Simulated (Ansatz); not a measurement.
# 216-atom supercell of rocksalt LiF

Aim: the perfect cell at several levels of theory (PBEsol, HSE06 and r²SCAN), as the reference that defects and stacks are counted from.

Program: Ansatz 0.2.0, PAW, plane waves. These are calculated values, not measurements.

### Step 1. Starting point

216 atoms (108 F, 108 Li); a = 12.023 Å, b = 12.023 Å, c = 12.023 Å, α = 90.00°, β = 90.00°, γ = 90.00°.

The runs, in order: (2) PBEsol single point at the Γ point alone, on 1 × data-centre GPU with 8 threads; (3) HSE06 single point at the Γ point alone, on 1 × data-centre GPU with 8 threads; (4) r²SCAN single point at the Γ point alone, on 1 × data-centre GPU with 8 threads.

### Step 2. Single point with PBEsol

The input, in.yaml:

```yaml
crystal:
  lattice:
    - [12.022777, 0.000000, 0.000000]
    - [0.000000, 12.022777, 0.000000]
    - [0.000000, 0.000000, 12.022777]
  atoms:
    - { symbol: F, position: [0.166667, 0.000000, 0.000000] }
    - { symbol: F, position: [0.166667, 0.000000, 0.333333] }
    - { symbol: F, position: [0.166667, 0.000000, 0.666667] }
    - { symbol: F, position: [0.166667, 0.333333, 0.000000] }
    - { symbol: F, position: [0.166667, 0.333333, 0.333333] }
    - { symbol: F, position: [0.166667, 0.333333, 0.666667] }
    - { symbol: F, position: [0.166667, 0.666667, 0.000000] }
    - { symbol: F, position: [0.166667, 0.666667, 0.333333] }
    - { symbol: F, position: [0.166667, 0.666667, 0.666667] }
    - { symbol: F, position: [0.500000, 0.000000, 0.000000] }
    - { symbol: F, position: [0.500000, 0.000000, 0.333333] }
    - { symbol: F, position: [0.500000, 0.000000, 0.666667] }
    - { symbol: F, position: [0.500000, 0.333333, 0.000000] }
    - { symbol: F, position: [0.500000, 0.333333, 0.333333] }
    - { symbol: F, position: [0.500000, 0.333333, 0.666667] }
    - { symbol: F, position: [0.500000, 0.666667, 0.000000] }
    - { symbol: F, position: [0.500000, 0.666667, 0.333333] }
    - { symbol: F, position: [0.500000, 0.666667, 0.666667] }
    - { symbol: F, position: [0.833333, 0.000000, 0.000000] }
    - { symbol: F, position: [0.833333, 0.000000, 0.333333] }
    - { symbol: F, position: [0.833333, 0.000000, 0.666667] }
    - { symbol: F, position: [0.833333, 0.333333, 0.000000] }
    - { symbol: F, position: [0.833333, 0.333333, 0.333333] }
    - { symbol: F, position: [0.833333, 0.333333, 0.666667] }
    - { symbol: F, position: [0.833333, 0.666667, 0.000000] }
    - { symbol: F, position: [0.833333, 0.666667, 0.333333] }
    - { symbol: F, position: [0.833333, 0.666667, 0.666667] }
    - { symbol: F, position: [0.000000, 0.166667, 0.000000] }
    - { symbol: F, position: [0.000000, 0.166667, 0.333333] }
    - { symbol: F, position: [0.000000, 0.166667, 0.666667] }
    - { symbol: F, position: [0.000000, 0.500000, 0.000000] }
    - { symbol: F, position: [0.000000, 0.500000, 0.333333] }
    - { symbol: F, position: [0.000000, 0.500000, 0.666667] }
    - { symbol: F, position: [0.000000, 0.833333, 0.000000] }
    - { symbol: F, position: [0.000000, 0.833333, 0.333333] }
    - { symbol: F, position: [0.000000, 0.833333, 0.666667] }
    - { symbol: F, position: [0.333333, 0.166667, 0.000000] }
    - { symbol: F, position: [0.333333, 0.166667, 0.333333] }
    - { symbol: F, position: [0.333333, 0.166667, 0.666667] }
    - { symbol: F, position: [0.333333, 0.500000, 0.000000] }
    - { symbol: F, position: [0.333333, 0.500000, 0.333333] }
    - { symbol: F, position: [0.333333, 0.500000, 0.666667] }
    - { symbol: F, position: [0.333333, 0.833333, 0.000000] }
    - { symbol: F, position: [0.333333, 0.833333, 0.333333] }
    - { symbol: F, position: [0.333333, 0.833333, 0.666667] }
    - { symbol: F, position: [0.666667, 0.166667, 0.000000] }
    - { symbol: F, position: [0.666667, 0.166667, 0.333333] }
    - { symbol: F, position: [0.666667, 0.166667, 0.666667] }
    - { symbol: F, position: [0.666667, 0.500000, 0.000000] }
    - { symbol: F, position: [0.666667, 0.500000, 0.333333] }
    - { symbol: F, position: [0.666667, 0.500000, 0.666667] }
    - { symbol: F, position: [0.666667, 0.833333, 0.000000] }
    - { symbol: F, position: [0.666667, 0.833333, 0.333333] }
    - { symbol: F, position: [0.666667, 0.833333, 0.666667] }
    - { symbol: F, position: [0.000000, 0.000000, 0.166667] }
    - { symbol: F, position: [0.000000, 0.000000, 0.500000] }
    - { symbol: F, position: [0.000000, 0.000000, 0.833333] }
    - { symbol: F, position: [0.000000, 0.333333, 0.166667] }
    - { symbol: F, position: [0.000000, 0.333333, 0.500000] }
    - { symbol: F, position: [0.000000, 0.333333, 0.833333] }
    - { symbol: F, position: [0.000000, 0.666667, 0.166667] }
    - { symbol: F, position: [0.000000, 0.666667, 0.500000] }
    - { symbol: F, position: [0.000000, 0.666667, 0.833333] }
    - { symbol: F, position: [0.333333, 0.000000, 0.166667] }
    - { symbol: F, position: [0.333333, 0.000000, 0.500000] }
    - { symbol: F, position: [0.333333, 0.000000, 0.833333] }
    - { symbol: F, position: [0.333333, 0.333333, 0.166667] }
    - { symbol: F, position: [0.333333, 0.333333, 0.500000] }
    - { symbol: F, position: [0.333333, 0.333333, 0.833333] }
    - { symbol: F, position: [0.333333, 0.666667, 0.166667] }
    - { symbol: F, position: [0.333333, 0.666667, 0.500000] }
    - { symbol: F, position: [0.333333, 0.666667, 0.833333] }
    - { symbol: F, position: [0.666667, 0.000000, 0.166667] }
    - { symbol: F, position: [0.666667, 0.000000, 0.500000] }
    - { symbol: F, position: [0.666667, 0.000000, 0.833333] }
    - { symbol: F, position: [0.666667, 0.333333, 0.166667] }
    - { symbol: F, position: [0.666667, 0.333333, 0.500000] }
    - { symbol: F, position: [0.666667, 0.333333, 0.833333] }
    - { symbol: F, position: [0.666667, 0.666667, 0.166667] }
    - { symbol: F, position: [0.666667, 0.666667, 0.500000] }
    - { symbol: F, position: [0.666667, 0.666667, 0.833333] }
    - { symbol: F, position: [0.166667, 0.166667, 0.166667] }
    - { symbol: F, position: [0.166667, 0.166667, 0.500000] }
    - { symbol: F, position: [0.166667, 0.166667, 0.833333] }
    - { symbol: F, position: [0.166667, 0.500000, 0.166667] }
    - { symbol: F, position: [0.166667, 0.500000, 0.500000] }
    - { symbol: F, position: [0.166667, 0.500000, 0.833333] }
    - { symbol: F, position: [0.166667, 0.833333, 0.166667] }
    - { symbol: F, position: [0.166667, 0.833333, 0.500000] }
    - { symbol: F, position: [0.166667, 0.833333, 0.833333] }
    - { symbol: F, position: [0.500000, 0.166667, 0.166667] }
    - { symbol: F, position: [0.500000, 0.166667, 0.500000] }
    - { symbol: F, position: [0.500000, 0.166667, 0.833333] }
    - { symbol: F, position: [0.500000, 0.500000, 0.166667] }
    - { symbol: F, position: [0.500000, 0.500000, 0.500000] }
    - { symbol: F, position: [0.500000, 0.500000, 0.833333] }
    - { symbol: F, position: [0.500000, 0.833333, 0.166667] }
    - { symbol: F, position: [0.500000, 0.833333, 0.500000] }
    - { symbol: F, position: [0.500000, 0.833333, 0.833333] }
    - { symbol: F, position: [0.833333, 0.166667, 0.166667] }
    - { symbol: F, position: [0.833333, 0.166667, 0.500000] }
    - { symbol: F, position: [0.833333, 0.166667, 0.833333] }
    - { symbol: F, position: [0.833333, 0.500000, 0.166667] }
    - { symbol: F, position: [0.833333, 0.500000, 0.500000] }
    - { symbol: F, position: [0.833333, 0.500000, 0.833333] }
    - { symbol: F, position: [0.833333, 0.833333, 0.166667] }
    - { symbol: F, position: [0.833333, 0.833333, 0.500000] }
    - { symbol: F, position: [0.833333, 0.833333, 0.833333] }
    - { symbol: Li, position: [0.000000, 0.000000, 0.000000] }
    - { symbol: Li, position: [0.000000, 0.000000, 0.333333] }
    - { symbol: Li, position: [0.000000, 0.000000, 0.666667] }
    - { symbol: Li, position: [0.000000, 0.333333, 0.000000] }
    - { symbol: Li, position: [0.000000, 0.333333, 0.333333] }
    - { symbol: Li, position: [0.000000, 0.333333, 0.666667] }
    - { symbol: Li, position: [0.000000, 0.666667, 0.000000] }
    - { symbol: Li, position: [0.000000, 0.666667, 0.333333] }
    - { symbol: Li, position: [0.000000, 0.666667, 0.666667] }
    - { symbol: Li, position: [0.333333, 0.000000, 0.000000] }
    - { symbol: Li, position: [0.333333, 0.000000, 0.333333] }
    - { symbol: Li, position: [0.333333, 0.000000, 0.666667] }
    - { symbol: Li, position: [0.333333, 0.333333, 0.000000] }
    - { symbol: Li, position: [0.333333, 0.333333, 0.333333] }
    - { symbol: Li, position: [0.333333, 0.333333, 0.666667] }
    - { symbol: Li, position: [0.333333, 0.666667, 0.000000] }
    - { symbol: Li, position: [0.333333, 0.666667, 0.333333] }
    - { symbol: Li, position: [0.333333, 0.666667, 0.666667] }
    - { symbol: Li, position: [0.666667, 0.000000, 0.000000] }
    - { symbol: Li, position: [0.666667, 0.000000, 0.333333] }
    - { symbol: Li, position: [0.666667, 0.000000, 0.666667] }
    - { symbol: Li, position: [0.666667, 0.333333, 0.000000] }
    - { symbol: Li, position: [0.666667, 0.333333, 0.333333] }
    - { symbol: Li, position: [0.666667, 0.333333, 0.666667] }
    - { symbol: Li, position: [0.666667, 0.666667, 0.000000] }
    - { symbol: Li, position: [0.666667, 0.666667, 0.333333] }
    - { symbol: Li, position: [0.666667, 0.666667, 0.666667] }
    - { symbol: Li, position: [0.166667, 0.166667, 0.000000] }
    - { symbol: Li, position: [0.166667, 0.166667, 0.333333] }
    - { symbol: Li, position: [0.166667, 0.166667, 0.666667] }
    - { symbol: Li, position: [0.166667, 0.500000, 0.000000] }
    - { symbol: Li, position: [0.166667, 0.500000, 0.333333] }
    - { symbol: Li, position: [0.166667, 0.500000, 0.666667] }
    - { symbol: Li, position: [0.166667, 0.833333, 0.000000] }
    - { symbol: Li, position: [0.166667, 0.833333, 0.333333] }
    - { symbol: Li, position: [0.166667, 0.833333, 0.666667] }
    - { symbol: Li, position: [0.500000, 0.166667, 0.000000] }
    - { symbol: Li, position: [0.500000, 0.166667, 0.333333] }
    - { symbol: Li, position: [0.500000, 0.166667, 0.666667] }
    - { symbol: Li, position: [0.500000, 0.500000, 0.000000] }
    - { symbol: Li, position: [0.500000, 0.500000, 0.333333] }
    - { symbol: Li, position: [0.500000, 0.500000, 0.666667] }
    - { symbol: Li, position: [0.500000, 0.833333, 0.000000] }
    - { symbol: Li, position: [0.500000, 0.833333, 0.333333] }
    - { symbol: Li, position: [0.500000, 0.833333, 0.666667] }
    - { symbol: Li, position: [0.833333, 0.166667, 0.000000] }
    - { symbol: Li, position: [0.833333, 0.166667, 0.333333] }
    - { symbol: Li, position: [0.833333, 0.166667, 0.666667] }
    - { symbol: Li, position: [0.833333, 0.500000, 0.000000] }
    - { symbol: Li, position: [0.833333, 0.500000, 0.333333] }
    - { symbol: Li, position: [0.833333, 0.500000, 0.666667] }
    - { symbol: Li, position: [0.833333, 0.833333, 0.000000] }
    - { symbol: Li, position: [0.833333, 0.833333, 0.333333] }
    - { symbol: Li, position: [0.833333, 0.833333, 0.666667] }
    - { symbol: Li, position: [0.166667, 0.000000, 0.166667] }
    - { symbol: Li, position: [0.166667, 0.000000, 0.500000] }
    - { symbol: Li, position: [0.166667, 0.000000, 0.833333] }
    - { symbol: Li, position: [0.166667, 0.333333, 0.166667] }
    - { symbol: Li, position: [0.166667, 0.333333, 0.500000] }
    - { symbol: Li, position: [0.166667, 0.333333, 0.833333] }
    - { symbol: Li, position: [0.166667, 0.666667, 0.166667] }
    - { symbol: Li, position: [0.166667, 0.666667, 0.500000] }
    - { symbol: Li, position: [0.166667, 0.666667, 0.833333] }
    - { symbol: Li, position: [0.500000, 0.000000, 0.166667] }
    - { symbol: Li, position: [0.500000, 0.000000, 0.500000] }
    - { symbol: Li, position: [0.500000, 0.000000, 0.833333] }
    - { symbol: Li, position: [0.500000, 0.333333, 0.166667] }
    - { symbol: Li, position: [0.500000, 0.333333, 0.500000] }
    - { symbol: Li, position: [0.500000, 0.333333, 0.833333] }
    - { symbol: Li, position: [0.500000, 0.666667, 0.166667] }
    - { symbol: Li, position: [0.500000, 0.666667, 0.500000] }
    - { symbol: Li, position: [0.500000, 0.666667, 0.833333] }
    - { symbol: Li, position: [0.833333, 0.000000, 0.166667] }
    - { symbol: Li, position: [0.833333, 0.000000, 0.500000] }
    - { symbol: Li, position: [0.833333, 0.000000, 0.833333] }
    - { symbol: Li, position: [0.833333, 0.333333, 0.166667] }
    - { symbol: Li, position: [0.833333, 0.333333, 0.500000] }
    - { symbol: Li, position: [0.833333, 0.333333, 0.833333] }
    - { symbol: Li, position: [0.833333, 0.666667, 0.166667] }
    - { symbol: Li, position: [0.833333, 0.666667, 0.500000] }
    - { symbol: Li, position: [0.833333, 0.666667, 0.833333] }
    - { symbol: Li, position: [0.000000, 0.166667, 0.166667] }
    - { symbol: Li, position: [0.000000, 0.166667, 0.500000] }
    - { symbol: Li, position: [0.000000, 0.166667, 0.833333] }
    - { symbol: Li, position: [0.000000, 0.500000, 0.166667] }
    - { symbol: Li, position: [0.000000, 0.500000, 0.500000] }
    - { symbol: Li, position: [0.000000, 0.500000, 0.833333] }
    - { symbol: Li, position: [0.000000, 0.833333, 0.166667] }
    - { symbol: Li, position: [0.000000, 0.833333, 0.500000] }
    - { symbol: Li, position: [0.000000, 0.833333, 0.833333] }
    - { symbol: Li, position: [0.333333, 0.166667, 0.166667] }
    - { symbol: Li, position: [0.333333, 0.166667, 0.500000] }
    - { symbol: Li, position: [0.333333, 0.166667, 0.833333] }
    - { symbol: Li, position: [0.333333, 0.500000, 0.166667] }
    - { symbol: Li, position: [0.333333, 0.500000, 0.500000] }
    - { symbol: Li, position: [0.333333, 0.500000, 0.833333] }
    - { symbol: Li, position: [0.333333, 0.833333, 0.166667] }
    - { symbol: Li, position: [0.333333, 0.833333, 0.500000] }
    - { symbol: Li, position: [0.333333, 0.833333, 0.833333] }
    - { symbol: Li, position: [0.666667, 0.166667, 0.166667] }
    - { symbol: Li, position: [0.666667, 0.166667, 0.500000] }
    - { symbol: Li, position: [0.666667, 0.166667, 0.833333] }
    - { symbol: Li, position: [0.666667, 0.500000, 0.166667] }
    - { symbol: Li, position: [0.666667, 0.500000, 0.500000] }
    - { symbol: Li, position: [0.666667, 0.500000, 0.833333] }
    - { symbol: Li, position: [0.666667, 0.833333, 0.166667] }
    - { symbol: Li, position: [0.666667, 0.833333, 0.500000] }
    - { symbol: Li, position: [0.666667, 0.833333, 0.833333] }
kpoints:
  mp_grid: { grid: [1, 1, 1] }
hamiltonian:
  xc: pbesol
scf:
  occupations: { method: fermi_dirac, width: 0.01 }
output:
  forces: true
  eigenvalues: true
  stress: true
  populations: true
  eigenstates: { kpoints: [[0, 0, 0]], e_range: [-6.0, 6.0], localisation: true }
```

### Step 3. HSE06 on the same atoms

Edit in.yaml of step 2 so:

```diff
@@ -225,3 +225,3 @@
 hamiltonian:
-  xc: pbesol
+  xc: hse06
 scf:
@@ -231,3 +231,2 @@
   eigenvalues: true
-  stress: true
   populations: true
```

### Step 4. r²SCAN on the same atoms

Edit in.yaml of step 3 so:

```diff
@@ -225,3 +225,3 @@
 hamiltonian:
-  xc: hse06
+  xc: r2scan
 scf:
```

**Question.** What will these runs give? Wanted: for each run, top filled to lowest empty; energy; pressure.

**Answer**, as computed:

```
 level           time  top filled to lowest empty (eV)  energy (eV/atom)  pressure (GPa)
PBEsol    5.9 s (GPU)                             9.05         -503.2782            0.00
 HSE06  2.2 min (GPU)                            11.54         -508.0593               -
r²SCAN    8.1 s (GPU)                            10.20         -509.1656               -
```

**What this shows.** At the same k points, PBEsol gives a spacing 2.49 eV smaller and r²SCAN gives a spacing 1.34 eV smaller than the 11.54 eV of HSE06. Exact exchange costs time: HSE06 ran about 22 times as long as PBEsol on the same kind of device. With one k point the spacing samples only the states that fold onto it, so it can exceed the gap over the zone.
